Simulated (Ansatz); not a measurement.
Input and command of a plane-wave DFT calculation in Ansatz:

```yaml
crystal:
  lattice:
    - [0.0, 0.0, 6.3046430491]
    - [-3.8440669358, -6.6581192403, 0.0]
    - [7.6881338714, -1.0e-10, 0.0]
  atoms:
    - { symbol: Zn, position: [-0.007609726, 0.1762868834, 0.3381434417] }
    - { symbol: Zn, position: [-0.007609726, 0.6618565583, 0.8237131166] }
    - { symbol: Zn, position: [-0.007609726, 0.6618565583, 0.3381434417] }
    - { symbol: Zn, position: [0.509838858, 0.3283677683, 0.1567355366] }
    - { symbol: Zn, position: [0.509838858, 0.3283677683, 0.6716322317] }
    - { symbol: Zn, position: [0.4963652617, 0.8333333333, 0.1666666667] }
    - { symbol: Zn, position: [0.509838858, 0.8432644634, 0.6716322317] }
    - { symbol: S, position: [0.3695750245, 0.1666666667, 0.8333333333], spin: 0.5 }
    - { symbol: S, position: [0.3732172712, 0.1687264855, 0.3343632428] }
    - { symbol: S, position: [0.3732172712, 0.6656367572, 0.8312735145] }
    - { symbol: S, position: [0.3732172712, 0.6656367572, 0.3343632428] }
    - { symbol: S, position: [0.8779000153, 0.330754188, 0.1615083761], spin: 0.5 }
    - { symbol: S, position: [0.8779000153, 0.330754188, 0.669245812], spin: 0.5 }
    - { symbol: S, position: [0.8737537849, 0.8333333333, 0.1666666667] }
    - { symbol: S, position: [0.8779000153, 0.8384916239, 0.669245812], spin: 0.5 }
  host:
    lattice:
      - [3.8440669357, 0.0, 0.0]
      - [-1.9220334678, 3.3290596202, 0.0]
      - [0.0, 0.0, 6.3046430491]
    atoms:
      - { symbol: Zn, position: [0.3333333333, 0.6666666667, 0.0002666737] }
      - { symbol: Zn, position: [0.6666666667, 0.3333333333, 0.5002666737] }
      - { symbol: S, position: [0.3333333333, 0.6666666667, 0.3747333263] }
      - { symbol: S, position: [0.6666666667, 0.3333333333, 0.8747333263] }
total_charge: -2
basis:
  ecutwfc: 420
  xc_grid: 2
kpoints:
  mp_grid: { grid: [2, 2, 2], shift: [0.0, 0.0, 0.0] }
hamiltonian:
  xc: pbe
scf:
  occupations: { method: gaussian, width: 0.01 }
output:
  forces: true
  stress: false
  eigenvalues: true
  populations: true
  charged_corrections:
    defect_position: [0.00026667, 0.16666667, 0.83333333]
    epsilon: [[9.0008, 0.0, 0.0], [0.0, 9.0008, 0.0], [0.0, 0.0, 9.6061]]
magnetization:
  spin_polarized: true
relax:
  adjacent_minimum: "off"
  f_tol: 0.025
  max_steps: 45
```

```bash
ansatz run input.yaml --threads 4 --pin off --max-ram 8192MiB --backend cpu --events-out ev --progress --plain --runs-dir out
```

Processor: Arm Neoverse V2, 4 threads, on a host shared with other jobs.

How long does it run, and how much memory does it take?

About 13 s on 4 threads of Arm Neoverse V2 (shared host), peak memory 0.9 GiB. It solves 83 bands at 4 k points (the mesh reduced by the symmetry that the task leaves, which can be less than the crystal's) with about 6315 plane waves, in 28 SCF iterations over 4 ionic steps.
